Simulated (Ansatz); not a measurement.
## Si3N4 (P6_3/m)

These are results of Ansatz, DFT PBE, scalar-relativistic, plane waves, PAW, not measurements.

Plane waves to 420 eV, a k mesh through Γ of 6×6×8 on the computed 14-atom cell and Gaussian smearing (0.02 eV); no spin polarisation.

The structure is relaxed at this level of theory with its symmetry kept.

```
Si N
1.0
     7.66362    0.00000    0.00000
    -3.83181    6.63689    0.00000
     0.00000    0.00000    2.92644
Si N
6 8
Direct
  0.76891 0.17501 0.25000
  0.59390 0.76891 0.75000
  0.82499 0.59390 0.25000
  0.23109 0.82499 0.75000
  0.40610 0.23109 0.25000
  0.17501 0.40610 0.75000
  0.03083 0.33000 0.25000
  0.70083 0.03083 0.75000
  0.67000 0.70083 0.25000
  0.96917 0.67000 0.75000
  0.29917 0.96917 0.25000
  0.33000 0.29917 0.75000
  0.66667 0.33333 0.25000
  0.33333 0.66667 0.75000
```

| Property | Result |
| --- | --- |
| Space group | P6_3/m (No. 176) |
| Volume per atom | 10.63 Å³ |
| Formation energy from the elements' standard states (uncorrected) | -1.061 eV/atom |
| Kohn–Sham band gap | 4.25 eV, indirect from (0.000, 0.000, 0.172) to Γ |
| Löwdin character of the top 1 eV of the valence band | N 2p 94 % |
| Löwdin character of the lowest 1 eV of the conduction band | Si 3p 46 %, N 2s 18 %, Si 3s 12 %, unprojected 18 % |
| Electron masses at the edge by Cartesian direction of the standard setting (m_e; degenerate bands sorted by energy; no spin-orbit coupling) | x: 1.5; y: 1.5; z: 0.22 |
| Hole masses at the edge by Cartesian direction of the standard setting (m_e; degenerate bands sorted by energy; no spin-orbit coupling) | x: 0.85; y: 0.85; z: 1.9 |
| Bulk modulus | 233 GPa |
| Its pressure derivative | 3.8 |
| Electronic dielectric constant xx, yy, zz of the standard setting (independent particles) | 4.4, 4.4, 4.5 |

Cost: 12 runs of about 51 core-minutes in all, on Intel Xeon Processor @ 2.50GHz (Skylake/Cascade Lake) (shared hosts).